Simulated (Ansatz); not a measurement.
SnS2 at a changed volume: Field gradients at the nuclei

The cell is an entry of the Crystallography Open Database (COD), relaxed with PBE at fixed cell and then changed (volume scaled by 1.04, ions relaxed).

```
Sn S
1.0
     3.65244    0.00000    0.00000
    -1.82622    3.16311    0.00000
     0.00000    0.00000    5.53185
Sn S
1 2
Direct
  0.00000 0.00000 0.00000
  0.66667 0.33333 0.73416
  0.33333 0.66667 0.26584
```

Sites (sets of like atoms) are named by element and the number of their first atom in this list.

Level of theory: DFT, PBE, plane waves and PAW, scalar-relativistic, 420 eV cutoff, Γ-centred 14×14×8 k-points, Fermi–Dirac smearing 0.02 eV (Ansatz 0.2.0).

V_zz is the principal component of the electric field gradient with the largest magnitude, η = (V_xx − V_yy)/V_zz and C_Q = eQV_zz/h. Directions are in the Cartesian axes of the cell vectors above, for the atom listed; none is given where the gradient is under 0.02 or η is above 0.95.

Question: Which values are expected at the nuclei?

Answer: 

```csv
site,first atom,first shell,V_zz (10²¹ V/m²),η,"direction of V_zz (x, y, z)"
Sn,1,6 S at 2.57 Å,1.08,0.00,0.00 0.00 1.00
S,2,3 Sn at 2.57 Å,-4.32,0.00,0.00 0.00 1.00
```

An axis of threefold or higher order runs through Sn and S, so V_zz lies along it and η is zero.

Without spin–orbit coupling (the program notes it for Sn) the gradients can shift somewhat, as the gap is small.
